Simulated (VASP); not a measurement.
Here is a VASP 6.6.1 calculation.

Contents of INCAR:

```
SYSTEM = Mg
ALGO = Normal ; EDIFF = 1E-6
ENCUT = 520 ; GGA = PE
ISIF = 2 ; ISMEAR = 0
LASPH = .TRUE. ; LCHARG = .TRUE.
LELF = .TRUE. ; LREAL = .FALSE.
LVHAR = .TRUE. ; LWAVE = .FALSE.
NBANDS = 10 ; NELM = 60
PREC = Accurate ; SIGMA = 0.1
```

File KPOINTS:

```
k-points
0
G
  10 10 10
  0 0 0
```

Contents of POSCAR:

```
Mg
1.0
    4.3902890645      0.0000000000      0.0000000000
    0.0000000000      4.3902890645      0.0000000000
    0.0000000000      0.0000000000      4.3902890645
Mg
3
Direct
    0.0000000000      0.5000000000      0.5000000000
    0.5000000000      0.0000000000      0.5000000000
    0.5000000000      0.5000000000      0.0000000000
```

Potentials or basis: VASP PAW PBE potentials, release 64 (Mg).

The run is started by

```sh
$ cat potpaw_PBE.64/Mg/POTCAR > POTCAR
$ mpirun -np 1 vasp_std > vasp.out
```

Question: What does it give for the band gap on the k mesh?

Answer: None (metal or under the smearing width).

Question: What does it give for the pressure?

Answer: -0.1 GPa.
